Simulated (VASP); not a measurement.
# GaAs: Ga into a neighbouring Ga vacancy, part 2 of 2

How hard is this move in GaAs: Ga into a neighbouring Ga vacancy? Both ends are relaxed first, then a band of images between them. The start is a cell from a database of measured crystal structures.

VASP 6.6.1, plane waves and PAW; the level of theory is named at each step.

So far. Step 3 (Relax the start): The run ended after 13 ionic steps, 0.262 eV below its first step, once the forces on the free atoms met EDIFFG = -0.05. Step 4 (Relax the end): The run ended after 11 ionic steps, 0.263 eV below its first step, once the forces on the free atoms met EDIFFG = -0.05.

### 5. Nudged elastic band

Images on a straight line between the ends relax across the path, while springs keep them spaced along it.

Contents of INCAR:

```
SYSTEM = Ga26As27
PREC = Normal
ENCUT = 280
EDIFF = 1E-05
NELM = 120
ISMEAR = 0
SIGMA = 0.05
LREAL = Auto
ALGO = Fast
GGA = PS
NBANDS = 144
ISPIN = 2
MAGMOM = 0 0 0 0 0 0 0.6 0 0 0 0 0 0 0 0 0 0 0 0 0 0 0 0 0 0.6 0 0 0.6 0 0 0 0 0 0 0 0 0 0 0 0 0 0 0 0 0 0 0 0 0 0 0 0 0
LWAVE = .FALSE.
LCHARG = .FALSE.
NCORE = 2
LASPH = .TRUE.
IMAGES = 3
SPRING = -5
IBRION = 1
POTIM = 0.3
NSW = 50
EDIFFG = -0.05
ISYM = 0
ISIF = 0
```

Contents of POSCAR:

```
Ga26As27
1.0
    0.0000000000      8.5227309300      8.5227309300
    8.5227309300      0.0000000000      8.5227309300
    8.5227309300      8.5227309300      0.0000000000
As Ga
27 26
Direct
    0.2491369216      0.2499355822      0.2506600021
    0.2490625039      0.2487526792      0.5845630484
    0.2486866538      0.2492876681      0.9176991095
    0.2491913372      0.5836399228      0.2498374463
    0.2493655435      0.5833845538      0.5835704173
    0.2491685723      0.5832013976      0.9173472178
    0.2483667432      0.9172161948      0.2500394738
    0.2489244895      0.9172204173      0.5836289650
    0.2437126545      0.9185005166      0.9184757640
    0.5832082446      0.2494319922      0.2501378172
    0.5820093711      0.2503663074      0.5839142103
    0.5833061109      0.2495569888      0.9177349816
    0.5825718633      0.5834325804      0.2502283111
    0.5827427904      0.5830039239      0.5831716215
    0.5832221042      0.5831641928      0.9167838416
    0.5835125565      0.9170889474      0.2493665181
    0.5837705044      0.9159954104      0.5831978288
    0.5830911636      0.9165652464      0.9165914595
    0.9166053431      0.2494132809      0.2503788410
    0.9162961617      0.2490352110      0.5845401908
    0.9189198592      0.2420700452      0.9200217037
    0.9168657650      0.5838105831      0.2499243848
    0.9161992481      0.5826362258      0.5842638414
    0.9161684259      0.5835000141      0.9167820973
    0.9187940870      0.9184384349      0.2433577992
    0.9157804428      0.9165924253      0.5837683785
    0.9183613375      0.9188854245      0.9193040157
    0.9975070807      0.9986308136      0.3325010316
    0.9981024670      0.9983172568      0.6711353418
    0.9979236030      0.3318765174      0.9995478039
    0.9990614518      0.3335209032      0.3341421107
    0.9983117722      0.3307846499      0.6715511483
    0.9982597760      0.6706530263      0.9991108396
    0.9984755676      0.6702031088      0.3327593337
    0.9994554489      0.6666856781      0.6668176798
    0.3315599561      0.9984449675      0.9990299235
    0.3331437272      0.9997192151      0.3332590379
    0.3323945259      0.9978379712      0.6702604695
    0.3328419729      0.3327181332      0.0004381329
    0.3326622271      0.3332164500      0.3341839934
    0.3315774263      0.3329096424      0.6678996348
    0.3315910425      0.6702325775      0.9988955462
    0.3319801209      0.6674366464      0.3331103476
    0.3321693242      0.6672850550      0.6673521327
    0.6701321035      0.9988526806      0.9987378981
    0.6707307265      0.9985219019      0.3316786136
    0.6659687696      0.0002753723      0.6666995059
    0.6705662766      0.3316607691      0.9992812459
    0.6666188740      0.3328898274      0.3332718316
    0.6663983269      0.3325376519      0.6678684433
    0.6663864827      0.6665814071      0.0001550627
    0.6669633517      0.6670264878      0.3326200937
    0.6662493652      0.6660167842      0.6667974797
```

Contents of KPOINTS:

```
Automatic mesh
0
Gamma
1 1 1
0 0 0
```

Contents of 00/POSCAR:

```
Ga26As27
1.0
    0.0000000000      8.5227309300      8.5227309300
    8.5227309300      0.0000000000      8.5227309300
    8.5227309300      8.5227309300      0.0000000000
As Ga
27 26
Direct
    0.2491369216      0.2499355822      0.2506600021
    0.2490625039      0.2487526792      0.5845630484
    0.2486866538      0.2492876681      0.9176991095
    0.2491913372      0.5836399228      0.2498374463
    0.2493655435      0.5833845538      0.5835704173
    0.2491685723      0.5832013976      0.9173472178
    0.2483667432      0.9172161948      0.2500394738
    0.2489244895      0.9172204173      0.5836289650
    0.2437126545      0.9185005166      0.9184757640
    0.5832082446      0.2494319922      0.2501378172
    0.5820093711      0.2503663074      0.5839142103
    0.5833061109      0.2495569888      0.9177349816
    0.5825718633      0.5834325804      0.2502283111
    0.5827427904      0.5830039239      0.5831716215
    0.5832221042      0.5831641928      0.9167838416
    0.5835125565      0.9170889474      0.2493665181
    0.5837705044      0.9159954104      0.5831978288
    0.5830911636      0.9165652464      0.9165914595
    0.9166053431      0.2494132809      0.2503788410
    0.9162961617      0.2490352110      0.5845401908
    0.9189198592      0.2420700452      0.9200217037
    0.9168657650      0.5838105831      0.2499243848
    0.9161992481      0.5826362258      0.5842638414
    0.9161684259      0.5835000141      0.9167820973
    0.9187940870      0.9184384349      0.2433577992
    0.9157804428      0.9165924253      0.5837683785
    0.9183613375      0.9188854245      0.9193040157
    0.9975070807      0.9986308136      0.3325010316
    0.9981024670      0.9983172568      0.6711353418
    0.9979236030      0.3318765174      0.9995478039
    0.9990614518      0.3335209032      0.3341421107
    0.9983117722      0.3307846499      0.6715511483
    0.9982597760      0.6706530263      0.9991108396
    0.9984755676      0.6702031088      0.3327593337
    0.9994554489      0.6666856781      0.6668176798
    0.3315599561      0.9984449675      0.9990299235
    0.3331437272      0.9997192151      0.3332590379
    0.3323945259      0.9978379712      0.6702604695
    0.3328419729      0.3327181332      0.0004381329
    0.3326622271      0.3332164500      0.3341839934
    0.3315774263      0.3329096424      0.6678996348
    0.3315910425      0.6702325775      0.9988955462
    0.3319801209      0.6674366464      0.3331103476
    0.3321693242      0.6672850550      0.6673521327
    0.6701321035      0.9988526806      0.9987378981
    0.6707307265      0.9985219019      0.3316786136
    0.6659687696      0.0002753723      0.6666995059
    0.6705662766      0.3316607691      0.9992812459
    0.6666188740      0.3328898274      0.3332718316
    0.6663983269      0.3325376519      0.6678684433
    0.6663864827      0.6665814071      0.0001550627
    0.6669633517      0.6670264878      0.3326200937
    0.6662493652      0.6660167842      0.6667974797
```

Contents of 01/POSCAR:

```
Ga26As27
1.0
    0.0000000000      8.5227309300      8.5227309300
    8.5227309300      0.0000000000      8.5227309300
    8.5227309300      8.5227309300      0.0000000000
As Ga
27 26
Direct
    0.2490845824      0.2497409893      0.2508050320
    0.2490432280      0.2490141976      0.5845139602
    0.2486899089      0.2493443560      0.9177164562
    0.2490572834      0.5834781798      0.2501710321
    0.2493558160      0.5834167980      0.5833684574
    0.2492727847      0.5831611662      0.9173105265
    0.2471651134      0.9173804480      0.2507826690
    0.2487755723      0.9171547303      0.5837458806
    0.2448520648      0.9182131538      0.9184600144
    0.5832136310      0.2494227734      0.2503358494
    0.5823598740      0.2503519953      0.5835677191
    0.5831383123      0.2499502539      0.9175002272
    0.5828960858      0.5831519805      0.2501871109
    0.5827279612      0.5831106498      0.5831740999
    0.5830120339      0.5833741522      0.9167001732
    0.5833433243      0.9168967208      0.2496319875
    0.5835420324      0.9163940268      0.5833382851
    0.5831260783      0.9165612530      0.9166824768
    0.9173475957      0.2471798743      0.2509207226
    0.9164249644      0.2491135130      0.5841970305
    0.9183078618      0.2439376106      0.9193718005
    0.9167649798      0.5834789542      0.2498663321
    0.9162306035      0.5830094854      0.5838356926
    0.9161113357      0.5835692328      0.9166417462
    0.9185566853      0.9186128529      0.2456805964
    0.9164959204      0.9171871184      0.5818557171
    0.9175955295      0.9183846300      0.9188152336
    0.9975051711      0.9986833904      0.2505194031
    0.9979496843      0.9983556572      0.6698252074
    0.9978667565      0.3319734896      1.0007175376
    0.9988405768      0.3328025242      0.3336838144
    0.9984423180      0.3315377852      0.6704448174
    0.9985523625      0.6696694107      0.9992547085
    0.9983080369      0.6703284282      0.3325183067
    0.9992502338      0.6676399875      0.6662525952
    0.3316049856      0.9984857648      1.0004429973
    0.3326598059      0.9993763819      0.3332848677
    0.3323650242      0.9982704556      0.6697001055
    0.3326897340      0.3326534242      0.0006057584
    0.3327579350      0.3330541898      0.3342002260
    0.3319057127      0.3329622913      0.6677697269
    0.3315930945      0.6695563252      0.9995010360
    0.3320903407      0.6679440176      0.3327791203
    0.3321329776      0.6672183975      0.6671657928
    0.6689439905      0.9993890830      0.9991176048
    0.6704262154      0.9985125265      0.3320292294
    0.6670816999      0.0000898768      0.6663414924
    0.6695917379      0.3321379749      0.9996945730
    0.6677757870      0.3324173372      0.3329216653
    0.6665533565      0.3326459636      0.6674343035
    0.6663161886      0.6665437640      0.0001760637
    0.6669015306      0.6668268416      0.3327760444
    0.6663299952      0.6664092599      0.6665336575
```

Contents of 02/POSCAR:

```
Ga26As27
1.0
    0.0000000000      8.5227309300      8.5227309300
    8.5227309300      0.0000000000      8.5227309300
    8.5227309300      8.5227309300      0.0000000000
As Ga
27 26
Direct
    0.2490322431      0.2495463964      0.2509500619
    0.2490239520      0.2492757161      0.5844648720
    0.2486931640      0.2494010440      0.9177338028
    0.2489232296      0.5833164368      0.2505046180
    0.2493460886      0.5834490423      0.5831664975
    0.2493769971      0.5831209347      0.9172738352
    0.2459634835      0.9175447013      0.2515258642
    0.2486266550      0.9170890433      0.5838627962
    0.2459914750      0.9179257911      0.9184442648
    0.5832190175      0.2494135546      0.2505338816
    0.5827103768      0.2503376832      0.5832212278
    0.5829705137      0.2503435189      0.9172654727
    0.5832203082      0.5828713805      0.2501459107
    0.5827131320      0.5832173756      0.5831765784
    0.5828019635      0.5835841117      0.9166165047
    0.5831740920      0.9167044942      0.2498974570
    0.5833135604      0.9167926433      0.5834787414
    0.5831609929      0.9165572597      0.9167734942
    0.9180898483      0.2449464676      0.2514626041
    0.9165537672      0.2491918150      0.5838538702
    0.9176958644      0.2458051760      0.9187218973
    0.9166641945      0.5831473253      0.2498082794
    0.9162619590      0.5833827449      0.5834075438
    0.9160542455      0.5836384515      0.9165013951
    0.9183192836      0.9187872709      0.2480033936
    0.9172113981      0.9177818116      0.5799430557
    0.9168297215      0.9178838356      0.9183264514
    0.9975032615      0.9987359672      0.1685377746
    0.9977969016      0.9983940575      0.6685150730
    0.9978099100      0.3320704618      1.0018872712
    0.9986197018      0.3320841453      0.3332255182
    0.9985728638      0.3322909205      0.6693384864
    0.9988449490      0.6686857951      0.9993985774
    0.9981405062      0.6704537477      0.3322772798
    0.9990450186      0.6685942968      0.6656875106
    0.3316500151      0.9985265622      1.0018560711
    0.3321758847      0.9990335486      0.3333106975
    0.3323355224      0.9987029400      0.6691397415
    0.3325374951      0.3325887153      0.0007733839
    0.3328536428      0.3328919296      0.3342164586
    0.3322339990      0.3330149402      0.6676398190
    0.3315951465      0.6688800728      1.0001065258
    0.3322005605      0.6684513888      0.3324478930
    0.3320966310      0.6671517400      0.6669794528
    0.6677558774      0.9999254855      0.9994973114
    0.6701217044      0.9985031510      0.3323798453
    0.6681946302     -0.0000956188      0.6659834790
    0.6686171993      0.3326151807      1.0001079000
    0.6689327001      0.3319448470      0.3325714990
    0.6667083860      0.3327542754      0.6670001637
    0.6662458945      0.6665061210      0.0001970647
    0.6668397094      0.6666271954      0.3329319951
    0.6664106251      0.6668017356      0.6662698353
```

Contents of 03/POSCAR:

```
Ga26As27
1.0
    0.0000000000      8.5227309300      8.5227309300
    8.5227309300      0.0000000000      8.5227309300
    8.5227309300      8.5227309300      0.0000000000
As Ga
27 26
Direct
    0.2489799038      0.2493518034      0.2510950918
    0.2490046760      0.2495372346      0.5844157837
    0.2486964192      0.2494577319      0.9177511495
    0.2487891757      0.5831546937      0.2508382038
    0.2493363612      0.5834812865      0.5829645376
    0.2494812095      0.5830807032      0.9172371439
    0.2447618536      0.9177089546      0.2522690594
    0.2484777378      0.9170233563      0.5839797118
    0.2471308852      0.9176384284      0.9184285153
    0.5832244040      0.2494043357      0.2507319138
    0.5830608796      0.2503233711      0.5828747366
    0.5828027151      0.2507367840      0.9170307182
    0.5835445307      0.5825907805      0.2501047104
    0.5826983029      0.5833241015      0.5831790568
    0.5825918932      0.5837940711      0.9165328362
    0.5830048598      0.9165122677      0.2501629264
    0.5830850885      0.9171912598      0.5836191978
    0.5831959075      0.9165532664      0.9168645116
    0.9188321009      0.2427130610      0.2520044856
    0.9166825700      0.2492701171      0.5835107098
    0.9170838671      0.2476727414      0.9180719941
    0.9165634092      0.5828156964      0.2497502268
    0.9162933144      0.5837560044      0.5829793950
    0.9159971553      0.5837076703      0.9163610440
    0.9180818819      0.9189616889      0.2503261909
    0.9179268758      0.9183765048      0.5780303943
    0.9160639135      0.9173830412      0.9178376693
    0.9975013519      0.9987885441      0.0865561460
    0.9976441189      0.9984324578      0.6672049385
    0.9977530635      0.3321674340      1.0030570048
    0.9983988268      0.3313657664      0.3327672219
    0.9987034095      0.3330440558      0.6682321555
    0.9991375356      0.6677021795      0.9995424464
    0.9979729756      0.6705790672      0.3320362528
    0.9988398034      0.6695486062      0.6651224260
    0.3316950446      0.9985673596      1.0032691449
    0.3316919634      0.9986907154      0.3333365273
    0.3323060207      0.9991354245      0.6685793775
    0.3323852562      0.3325240064      0.0009410094
    0.3329493507      0.3327296694      0.3342326913
    0.3325622854      0.3330675891      0.6675099111
    0.3315971985      0.6682038204      1.0007120157
    0.3323107803      0.6689587601      0.3321166657
    0.3320602844      0.6670850826      0.6667931129
    0.6665677644      1.0004618880      0.9998770180
    0.6698171933      0.9984937756      0.3327304612
    0.6693075605     -0.0002811143      0.6656254655
    0.6676426606      0.3330923865      1.0005212270
    0.6700896131      0.3314723568      0.3322213327
    0.6668634156      0.3328625872      0.6665660239
    0.6661756004      0.6664684779      0.0002180657
    0.6667778883      0.6664275492      0.3330879457
    0.6664912551      0.6671942114      0.6660060130
```

Contents of 04/POSCAR:

```
Ga26As27
1.0
    0.0000000000      8.5227309300      8.5227309300
    8.5227309300      0.0000000000      8.5227309300
    8.5227309300      8.5227309300      0.0000000000
As Ga
27 26
Direct
    0.2489275646      0.2491572105      0.2512401217
    0.2489854001      0.2497987530      0.5843666955
    0.2486996743      0.2495144198      0.9177684962
    0.2486551219      0.5829929507      0.2511717897
    0.2493266337      0.5835135307      0.5827625777
    0.2495854219      0.5830404718      0.9172004526
    0.2435602238      0.9178732078      0.2530122546
    0.2483288206      0.9169576693      0.5840966274
    0.2482702955      0.9173510656      0.9184127657
    0.5832297904      0.2493951169      0.2509299460
    0.5834113825      0.2503090590      0.5825282454
    0.5826349165      0.2511300491      0.9167959638
    0.5838687532      0.5823101806      0.2500635102
    0.5826834737      0.5834308274      0.5831815352
    0.5823818229      0.5840040306      0.9164491678
    0.5828356276      0.9163200411      0.2504283958
    0.5828566165      0.9175898762      0.5837596541
    0.5832308222      0.9165492730      0.9169555289
    0.9195743535      0.2404796544      0.2525463672
    0.9168113727      0.2493484191      0.5831675495
    0.9164718697      0.2495403068      0.9174220909
    0.9164626240      0.5824840675      0.2496921741
    0.9163246698      0.5841292640      0.5825512462
    0.9159400651      0.5837768890      0.9162206929
    0.9178444802      0.9191361069      0.2526489881
    0.9186423534      0.9189711979      0.5761177329
    0.9152981055      0.9168822467      0.9173488872
    0.9974994423      0.9988411209      0.0045745175
    0.9974913362      0.9984708582      0.6658948041
    0.9976962170      0.3322644062      1.0042267385
    0.9981779518      0.3306473874      0.3323089257
    0.9988339553      0.3337971911      0.6671258246
    0.9994301221      0.6667185639      0.9996863153
    0.9978054449      0.6707043866      0.3317952258
    0.9986345883      0.6705029156      0.6645573414
    0.3317400741      0.9986081569      1.0046822187
    0.3312080421      0.9983478822      0.3333623571
    0.3322765190      0.9995679089      0.6680190135
    0.3322330173      0.3324592974      0.0011086349
    0.3330450586      0.3325674092      0.3342489239
    0.3328905718      0.3331202380      0.6673800032
    0.3315992505      0.6675275681      1.0013175055
    0.3324210001      0.6694661313      0.3317854384
    0.3320239378      0.6670184251      0.6666067730
    0.6653796514      1.0009982904      1.0002567247
    0.6695126822      0.9984844002      0.3330810770
    0.6704204908     -0.0004666099      0.6652674520
    0.6666681219      0.3335695923      1.0009345541
    0.6712465261      0.3309998666      0.3318711664
    0.6670184452      0.3329708989      0.6661318841
    0.6661053063      0.6664308348      0.0002390667
    0.6667160672      0.6662279030      0.3332438964
    0.6665718851      0.6675866871      0.6657421908
```

PAW data sets: As and Ga (PBE family, release 64).

Run with:

```
mpirun -np 6 vasp_gam
```

Wall time 65 min (6 MPI ranks of AMD EPYC 7R43, shared host); peak memory 1.8 GiB.

The band used up its steps before its forces met the threshold, so no barrier is taken from it.

### 6. Outcome

| Property | Result |
| --- | --- |
| result | none |

What this shows: The session ends without its result: «nudged elastic band» used up its steps.

[Lines on the potential files, build, host, timing and source positions are cut from VASP's logs without a mark.]

[Logs are printed without paths, hosts, clocks, repeated set-up lines and the standing remarks that a program may print on its own settings, such as how far it seeks lower states.]

[Hosts, paths, dates, database ids (printed as entryN), source tags and the programs' standing remarks are cut or masked in the printed files.]

[Runs that stopped without an error message from VASP are left out.]
